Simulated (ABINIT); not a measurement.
## BeTe (F-43m): G0W0 with and without spin-orbit coupling

Is the spin-orbit change of the gap of BeTe (F-43m) the same in DFT and in GW?

Method: PBE and many-body steps on it, plane waves, in ABINIT 10.8.3.

**What was measured.**

- Gap 2.7 eV: absolute (indirect, Gamma to X) gap; bulk crystal (quoted from earlier experiment) (quoted in “The band structure of BeTe - a combined experimental and theoretical study”, 1997, arxiv:cond-mat/9712266).

- Gap 2.8 eV: absolute (indirect, Gamma to X) gap, second literature value; film (quoted from earlier experiment) (quoted in “The band structure of BeTe - a combined experimental and theoretical study”, 1997, arxiv:cond-mat/9712266).

## (1) The structure

Symmetry: F-43m, No. 216, cubic system. Conventional cell: a = 5.663 Å, b = 5.663 Å, c = 5.663 Å, α = 90.00°, β = 90.00°, γ = 90.00°. Nearest to Be lie 4 Te at 2.45 Å. Te has 4 Be at 2.45 Å nearest. Farther neighbours and most contacts between anions are not listed.

The cell and positions are those that the Materials Project relaxed with its own functionals (PBE, PBE+U or r2SCAN), kept fixed. Spin-orbit coupling is left out unless a step names it.

## (2) Empty states on the mesh, 4×4×4 mesh, 112 bands

This step: ABINIT 10.8.3; DFT, PBE, plane waves, norm-conserving pseudopotentials.

The sums over transitions need many empty states on a uniform mesh; this step solves for them.

Input file run.abi:

```
acell 3*1.0 Angstrom
rprim 
  -0.000000000000 2.831458787600 2.831458787600
  2.831458787600 0.000000000000 2.831458787600
  2.831458787600 2.831458787600 0.000000000000
ntypat 2
znucl 4 52
natom 2
typat 1 2
xred 
  0.000000000000 0.000000000000 0.000000000000
  0.750000000000 0.750000000000 0.750000000000
pp_dirpath "pseudos"
pseudos "Be.upf, Te.upf"
ecut 49
ngkpt 4 4 4
nshiftk 1
shiftk 0 0 0
kptopt 1
chksymbreak 0
iscf -2
irdden 1
istwfk *1
nband 112
nbdbuf 10
tolwfr 1e-09
nstep 60
prtvol 0
indata_prefix "in"
outdata_prefix "out"
tmpdata_prefix "tmp"
```

Command:

```bash
$ OMP_NUM_THREADS=1 mpirun -n 8 abinit run.abi > log
```

Numbers of over 12 decimals in the logs are rounded to 6 here.

Log:

```text
.Version 10.8.3 of ABINIT. v10.8.2 released Aug 2026.

 Symmetries : space group F-4 3 m (#216); Bravais cF (face-center cubic)
[... echo of the input left out ...]
== DATASET  1 ==================================================================
-   mpi_nproc: 8, omp_nthreads: 1 (-1 if OMP is not activated)

--- !DatasetInfo
iteration_state: {dtset: 1, }
dimensions: {natom: 2, nkpt: 8, mband: 112, nsppol: 1, nspinor: 1, nspden: 1, mpw: 5044, }
cutoff_energies: {ecut:  49.0, pawecutdg:  -1.0, }
[...]
3.14553    3.14553    3.23093    3.23093    3.23093    3.25613    3.25613    3.25613
   3.25775    3.25775    3.25775    3.33194    3.34496    3.34519    3.36183    3.37616
 prteigrs : prtvol=0 or 1, do not print more k-points.

== END DATASET(S) ==============================================================
================================================================================

 -outvars: echo values of variables after computation  --------
            nband         112
             nkpt           8
          spgroup         216
 [... the other variables as echoed above ...]

 Calculation completed.
```

The job ended after 36 s (8 MPI ranks of Arm Neoverse N1, shared host; peak memory 0.63 GiB; 4.7 min of CPU time).

This step gave:

| Quantity | Value |
| --- | --- |
| gap | 2.027 eV |
| k of the valence top | 0, 0, 0 |
| k of the conduction bottom | 0.5, 0.5, 0 |
| least direct gap | 3.644 eV |
| k points computed | 8 |
| lowest point of the top converged band, above the valence top | 76.7690 eV |

On this mesh the gap is 2.027 eV.

The density comes from a self-consistent run that is not shown.

## (3) Screening, 4×4×4 mesh, 102 bands, screening to 149.7 eV

The RPA dielectric matrix is built and inverted for each q.

This step: RPA screening on PBE, plane waves, norm-conserving pseudopotentials.

Changes to run.abi since step 2:

```diff
@@ -20,10 +20,11 @@
 chksymbreak 0
-iscf -2
-irdden 1
 istwfk *1
-nband 112
-nbdbuf 10
-tolwfr 1e-09
-nstep 60
-prtvol 0
+occopt 1
+irdwfk 1
+optdriver 3
+nband 102
+ecuteps 5.5
+inclvkb 0
+awtr 1
+symchi 1
 indata_prefix "in"
```

Log:

```text
.Version 10.8.3 of ABINIT. v10.8.2 released Aug 2026.

 Symmetries : space group F-4 3 m (#216); Bravais cF (face-center cubic)
[... echo of the input left out ...]
== DATASET  1 ==================================================================
-   mpi_nproc: 8, omp_nthreads: 1 (-1 if OMP is not activated)

--- !DatasetInfo
iteration_state: {dtset: 1, }
dimensions: {natom: 2, nkpt: 8, mband: 102, nsppol: 1, nspinor: 1, nspden: 1, mpw: 5044, }
cutoff_energies: {ecut:  49.0, pawecutdg:  -1.0, }
electrons: {nelect:   2.80000000E+01, charge:   0.00000000E+00, occopt:   1.00000000E+00, tsmear:   1.00000000E-02, }

 SCREENING: Calculation of the susceptibility and dielectric matrices

 Based on a program developped by R.W. Godby, V. Olevano, G. Onida, and L. Reining.
 Incorporated in ABINIT by V. Olevano, G.-M. Rignanese, and M. Torrent.
.Using double precision arithmetic ; gwpc =  8

[... cell and pseudopotentials left out ...]
--------------------------------------------------------------------------------

 ==== K-mesh for the wavefunctions ====
 Number of points in the irreducible wedge :     8
[... list of points left out ...]
 Together with 24 symmetry operations and time-reversal symmetry
 yields    64 points in the full Brillouin Zone.

 ==== Q-mesh for the screening function ====
 Number of points in the irreducible wedge :     8
[... list of points left out ...]
 Together with 24 symmetry operations and time-reversal symmetry
 yields    64 points in the full Brillouin Zone.

 setmesh: FFT mesh size selected  =    32x   32x   32
          total number of points  =        32768

 vcoul_init : cutoff-mode = AUXILIARY_FUNCTION
 q-points for optical limit:   1
     1)      0.000010    0.000020    0.000030

- screening: taking advantage of time-reversal symmetry
- Maximum band index for partially occupied states nbvw = 14
- Remaining bands to be divided among processors   nbcw = 88
- Number of bands treated by each node ~11

 Number of electrons calculated from density =   28.0000; Expected =   28.0000
 average of density, n =  0.091390
 r_s =    1.3772
 omega_plasma =   29.1612 [eV]

 calculating chi0 at frequencies [eV] :
  1    0.000000E+00    0.000000E+00
  2    0.000000E+00    2.916124E+01

--------------------------------------------------------------------------------
  q-point number  1        q = ( 0.000000, 0.000000, 0.000000) [r.l.u.]
--------------------------------------------------------------------------------
[... chi0 elements left out ...]
 For q-point:  0.000010 0.000020 0.000030
  dielectric constant =   9.3748
  dielectric constant without local fields =  10.8007

  Average fulfillment of the sum rule on Im[epsilon] for q-point    1 :     64.92  [%]
[... wings left out ...]
  q-point number  2        q = ( 0.250000, 0.000000, 0.000000) [r.l.u.]
--------------------------------------------------------------------------------
[... chi0 elements left out ...]
  Average fulfillment of the sum rule on Im[epsilon] for q-point    2 :     74.94  [%]

 [... 6 further q-points ...]
```

Wall time 47 s (8 MPI ranks); peak memory 1.5 GiB.

Numbers from this step:

```yaml
eps_infinity_with_local_fields_on_this_mesh_along_the_program_s_q_direction: 9.375
the_same_without_local_fields: 10.80
plasma_frequency: 29.16 eV
plane_waves_in_the_screening_matrix: 169
```

Local fields lower ε∞ by 13 %. On a Γ-centred mesh this coarse the value itself is usually too large, while a short band sum pulls it down.

## (4) Scalar-relativistic

The self-energy is evaluated for the states that the input lists, and the levels follow from it, in one-shot runs by the linearised quasiparticle equation.

This step: G0W0 on PBE, plane waves, norm-conserving pseudopotentials.

Changes to run.abi since step 3:

```diff
@@ -23,8 +23,17 @@
 irdwfk 1
-optdriver 3
+optdriver 4
 nband 102
+gwcalctyp 0
+ecutsigx 49
+symsigma 1
+nkptgw 2
+kptgw 
+  0.0000000000 0.0000000000 0.0000000000
+  0.5000000000 0.5000000000 0.0000000000
+bdgw 
+  12 17
+  13 16
 ecuteps 5.5
-inclvkb 0
-awtr 1
-symchi 1
+irdscr 1
+ppmodel 1
 indata_prefix "in"
```

Log:

```text
.Version 10.8.3 of ABINIT. v10.8.2 released Aug 2026.

 Symmetries : space group F-4 3 m (#216); Bravais cF (face-center cubic)
[... echo of the input left out ...]
== DATASET  1 ==================================================================
-   mpi_nproc: 8, omp_nthreads: 1 (-1 if OMP is not activated)

--- !DatasetInfo
iteration_state: {dtset: 1, }
dimensions: {natom: 2, nkpt: 8, mband: 102, nsppol: 1, nspinor: 1, nspden: 1, mpw: 5044, }
cutoff_energies: {ecut:  49.0, pawecutdg:  -1.0, }
electrons: {nelect:   2.80000000E+01, charge:   0.00000000E+00, occopt:   1.00000000E+00, tsmear:   1.00000000E-02, }

 SIGMA: Calculation of the GW corrections

 Based on a program developped by R.W. Godby, V. Olevano, G. Onida, and L. Reining.
 Incorporated in ABINIT by V. Olevano, G.-M. Rignanese, and M. Torrent.
.Using double precision arithmetic ; gwpc =  8

[... cell and pseudopotentials left out ...]
--------------------------------------------------------------------------------

 ==== K-mesh for the wavefunctions ====
 Number of points in the irreducible wedge :     8
[... list of points left out ...]
 Together with 24 symmetry operations and time-reversal symmetry
 yields    64 points in the full Brillouin Zone.

 ==== Q-mesh for screening function ====
 Number of points in the irreducible wedge :     8
[... list of points left out ...]
 Together with 24 symmetry operations and time-reversal symmetry
 yields    64 points in the full Brillouin Zone.

 vcoul_init : cutoff-mode = AUXILIARY_FUNCTION
 q-points for optical limit:   1
     1)      0.000010    0.000020    0.000030
 setmesh: FFT mesh size selected  =    48x   48x   48
          total number of points  =       110592

 Number of electrons calculated from density =   28.0000; Expected =   28.0000
 average of density, n =  0.091390
 r_s =    1.3772
 omega_plasma =   29.1612 [eV]

 === KS Band Gaps ===
  >>>> For spin  1
   Minimum direct gap =   3.6438 [eV], located at k-point      :   0.0000  0.0000  0.0000
   Fundamental gap    =   2.0272 [eV], Top of valence bands at :   0.0000  0.0000  0.0000
                                       Bottom of conduction at :   0.5000  0.5000  0.0000
 SIGMA fundamental parameters:
 PLASMON POLE MODEL  1
 number of plane-waves for SigmaX                 5029
 number of plane-waves for SigmaC and W            169
 number of plane-waves for wavefunctions          5029
 number of bands                                   102
 number of independent spin polarizations            1
 number of spinorial components                      1
 number of k-points in IBZ                           8
 number of q-points in IBZ                           8
 number of symmetry operations                      24
 number of k-points in BZ                           64
 number of q-points in BZ                           64
 number of frequencies for dSigma/dE                 9
 frequency step for dSigma/dE [eV]                0.25
 number of omega for Sigma on real axis              0
 max omega for Sigma on real axis  [eV]           0.00
 zcut for avoiding poles [eV]                     0.10

 EPSILON^-1 parameters (SCR file):
 dimension of the eps^-1 matrix on file            169
 dimension of the eps^-1 matrix used               169
 number of plane-waves for wavefunctions          5029
 number of bands                                   102
 number of q-points in IBZ                           8
 number of frequencies                               2
 number of real frequencies                          1
 number of imag frequencies                          1

 matrix elements of self-energy operator (all in [eV])

 Perturbative Calculation

--- !SelfEnergy_ee
iteration_state: {dtset: 1, }
kpoint     : [   0.000,    0.000,    0.000, ]
spin       : 1
KS_gap     :    3.644
QP_gap     :    4.640
Delta_QP_KS:    0.996
data: !SigmaeeData |
     Band     E0 <VxcDFT>   SigX SigC(E0)      Z dSigC/dE  Sig(E)    E-E0       E
       12   5.603 -13.365 -15.205   1.043   0.806  -0.240 -14.008  -0.642   4.960
       13   5.603 -13.365 -15.205   1.043   0.806  -0.240 -14.008  -0.642   4.960
       14   5.603 -13.365 -15.205   1.043   0.806  -0.240 -14.008  -0.642   4.960
       15   9.247 -10.410  -5.838  -4.133   0.805  -0.242 -10.057   0.354   9.600
       16   9.247 -10.410  -5.838  -4.133   0.805  -0.242 -10.057   0.354   9.600
       17   9.247 -10.410  -5.838  -4.133   0.805  -0.242 -10.057   0.354   9.600

--- !SelfEnergy_ee
iteration_state: {dtset: 1, }
kpoint     : [   0.500,    0.500,    0.000, ]
spin       : 1
KS_gap     :    4.605
QP_gap     :    5.534
Delta_QP_KS:    0.929
data: !SigmaeeData |
     Band     E0 <VxcDFT>   SigX SigC(E0)      Z dSigC/dE  Sig(E)    E-E0       E
       13   3.025 -11.868 -14.670   1.738   0.793  -0.262 -12.712  -0.844   2.181
       14   3.025 -11.868 -14.670   1.738   0.793  -0.262 -12.712  -0.844   2.181
       15   7.630  -8.950  -5.056  -3.790   0.819  -0.221  -8.865   0.085   7.715
       16   8.313  -9.805  -5.781  -3.820   0.813  -0.230  -9.639   0.166   8.479

== END DATASET(S) ==============================================================
================================================================================

 -outvars: echo values of variables after computation  --------
           etotal      0.0000000000E+00
            nband         102
             nkpt           8
          spgroup         216
 [... the other variables as echoed above ...]

 Calculation completed.
```

The job ended after 9 s (8 MPI ranks; peak memory 1.4 GiB).

Numbers from this step:

```yaml
g0w0_gap_on_the_points_computed: 2.755 eV
starting_gap_on_the_mesh: 2.027 eV
k_of_the_valence_top: 0, 0, 0
k_of_the_conduction_bottom: 0.5, 0.5, 0
z_at_the_valence_top: 0.806
z_at_the_conduction_bottom: 0.819
least_direct_g0w0_gap_on_the_computed_points: 4.64 eV
```

The gap on the mesh goes from 2.03 eV to 2.75 eV, a correction of +0.73 eV.

## (5) Empty states on the mesh, 4×4×4 mesh, 224 bands

This step: DFT, PBE with spin-orbit coupling, plane waves, norm-conserving pseudopotentials.

Changes to run.abi since step 4:

```diff
@@ -15,2 +15,3 @@
 ecut 49
+nspinor 2
 ngkpt 4 4 4
@@ -20,20 +21,10 @@
 chksymbreak 0
+iscf -2
+irdden 1
 istwfk *1
-occopt 1
-irdwfk 1
-optdriver 4
-nband 102
-gwcalctyp 0
-ecutsigx 49
-symsigma 1
-nkptgw 2
-kptgw 
-  0.0000000000 0.0000000000 0.0000000000
-  0.5000000000 0.5000000000 0.0000000000
-bdgw 
-  12 17
-  13 16
-ecuteps 5.5
-irdscr 1
-ppmodel 1
+nband 224
+nbdbuf 20
+tolwfr 1e-09
+nstep 60
+prtvol 0
 indata_prefix "in"
```

Log:

```text
.Version 10.8.3 of ABINIT. v10.8.2 released Aug 2026.

 Symmetries : space group F-4 3 m (#216); Bravais cF (face-center cubic)
[... echo of the input left out ...]
== DATASET  1 ==================================================================
-   mpi_nproc: 8, omp_nthreads: 1 (-1 if OMP is not activated)

--- !DatasetInfo
iteration_state: {dtset: 1, }
dimensions: {natom: 2, nkpt: 8, mband: 224, nsppol: 1, nspinor: 2, nspden: 1, mpw: 5044, }
cutoff_energies: {ecut:  49.0, pawecutdg:  -1.0, }
[...]
3.28830    3.28830    3.28830    3.28830    3.28830    3.28830    3.34409    3.34409
   3.34413    3.34415    3.35927    3.35953    3.37661    3.37739    3.38023    3.38377
 prteigrs : prtvol=0 or 1, do not print more k-points.

== END DATASET(S) ==============================================================
================================================================================

 -outvars: echo values of variables after computation  --------
            nband         224
             nkpt           8
          spgroup         216
 [... the other variables as echoed above ...]

 Calculation completed.
```

Run time: 4 min. Hardware: 8 MPI ranks; peak memory 0.88 GiB.

This step gave:

```yaml
gap: 1.735 eV
k_of_the_valence_top: 0, 0, 0
k_of_the_conduction_bottom: 0.5, 0.5, 0
least_direct_gap: 3.319 eV
k_points_computed: 8
lowest_point_of_the_top_converged_band_above_the_valence_top: 79.3440 eV
```

On this mesh the gap is 1.735 eV.

The density comes from a self-consistent run that is not shown, made with spin-orbit coupling and fully relativistic files.

## (6) Screening, 4×4×4 mesh, 204 bands, screening to 149.7 eV

This step: RPA screening on PBE with spin-orbit coupling, plane waves, norm-conserving pseudopotentials.

Changes to run.abi since step 5:

```diff
@@ -21,10 +21,11 @@
 chksymbreak 0
-iscf -2
-irdden 1
 istwfk *1
-nband 224
-nbdbuf 20
-tolwfr 1e-09
-nstep 60
-prtvol 0
+occopt 1
+irdwfk 1
+optdriver 3
+nband 204
+ecuteps 5.5
+inclvkb 0
+awtr 1
+symchi 1
 indata_prefix "in"
```

Log:

```text
.Version 10.8.3 of ABINIT. v10.8.2 released Aug 2026.

 Symmetries : space group F-4 3 m (#216); Bravais cF (face-center cubic)
[... echo of the input left out ...]
== DATASET  1 ==================================================================
-   mpi_nproc: 8, omp_nthreads: 1 (-1 if OMP is not activated)

--- !DatasetInfo
iteration_state: {dtset: 1, }
dimensions: {natom: 2, nkpt: 8, mband: 204, nsppol: 1, nspinor: 2, nspden: 1, mpw: 5044, }
cutoff_energies: {ecut:  49.0, pawecutdg:  -1.0, }
electrons: {nelect:   2.80000000E+01, charge:   0.00000000E+00, occopt:   1.00000000E+00, tsmear:   1.00000000E-02, }

 SCREENING: Calculation of the susceptibility and dielectric matrices

 Based on a program developped by R.W. Godby, V. Olevano, G. Onida, and L. Reining.
 Incorporated in ABINIT by V. Olevano, G.-M. Rignanese, and M. Torrent.
.Using double precision arithmetic ; gwpc =  8

[... cell and pseudopotentials left out ...]
--------------------------------------------------------------------------------

 ==== K-mesh for the wavefunctions ====
 Number of points in the irreducible wedge :     8
[... list of points left out ...]
 Together with 24 symmetry operations and time-reversal symmetry
 yields    64 points in the full Brillouin Zone.

 ==== Q-mesh for the screening function ====
 Number of points in the irreducible wedge :     8
[... list of points left out ...]
 Together with 24 symmetry operations and time-reversal symmetry
 yields    64 points in the full Brillouin Zone.

 setmesh: FFT mesh size selected  =    32x   32x   32
          total number of points  =        32768

 vcoul_init : cutoff-mode = AUXILIARY_FUNCTION
 q-points for optical limit:   1
     1)      0.000010    0.000020    0.000030

- screening: taking advantage of time-reversal symmetry
- Maximum band index for partially occupied states nbvw = 28
- Remaining bands to be divided among processors   nbcw = 176
- Number of bands treated by each node ~22

 Number of electrons calculated from density =   28.0000; Expected =   28.0000
 average of density, n =  0.091390
 r_s =    1.3772
 omega_plasma =   29.1612 [eV]

 calculating chi0 at frequencies [eV] :
  1    0.000000E+00    0.000000E+00
  2    0.000000E+00    2.916124E+01

--------------------------------------------------------------------------------
  q-point number  1        q = ( 0.000000, 0.000000, 0.000000) [r.l.u.]
--------------------------------------------------------------------------------
[... chi0 elements left out ...]
 For q-point:  0.000010 0.000020 0.000030
  dielectric constant =   9.4480
  dielectric constant without local fields =  10.8474

  Average fulfillment of the sum rule on Im[epsilon] for q-point    1 :     60.49  [%]
[... wings left out ...]
  q-point number  2        q = ( 0.250000, 0.000000, 0.000000) [r.l.u.]
--------------------------------------------------------------------------------
[... chi0 elements left out ...]
  Average fulfillment of the sum rule on Im[epsilon] for q-point    2 :     72.26  [%]

 [... 6 further q-points ...]
```

Run time: 8.2 min. Hardware: 8 MPI ranks; peak memory 4.3 GiB.

This step gave:

```yaml
eps_infinity_with_local_fields_on_this_mesh_along_the_program_s_q_direction: 9.448
the_same_without_local_fields: 10.85
plasma_frequency: 29.16 eV
plane_waves_in_the_screening_matrix: 169
```

[end of part 1 of 2]

[Paths, hosts, dates, memory and timing lines, banners, echoed tables and standing remarks are left out of the program output.]

[Logs are printed without paths, hosts, clocks, repeated set-up lines and the standing remarks that a program may print on its own settings, such as how far it seeks lower states.]

[Runs of the session that timed out or met a known fault of the program may be left out.]

[Hosts, paths, dates, database ids (printed as entryN), source tags and the programs' standing remarks are cut or masked in the printed files.]

[G0W0 gaps are taken among the corrected bands and points alone; a level outside them can change the order at an edge.]

[Where Ansatz stands beside ABINIT at settings called matched, ABINIT's density can come from a denser mesh and the files from another edition; pairs whose starting gaps differed by over 0.03 eV were left out, so agreement reads better than it is.]
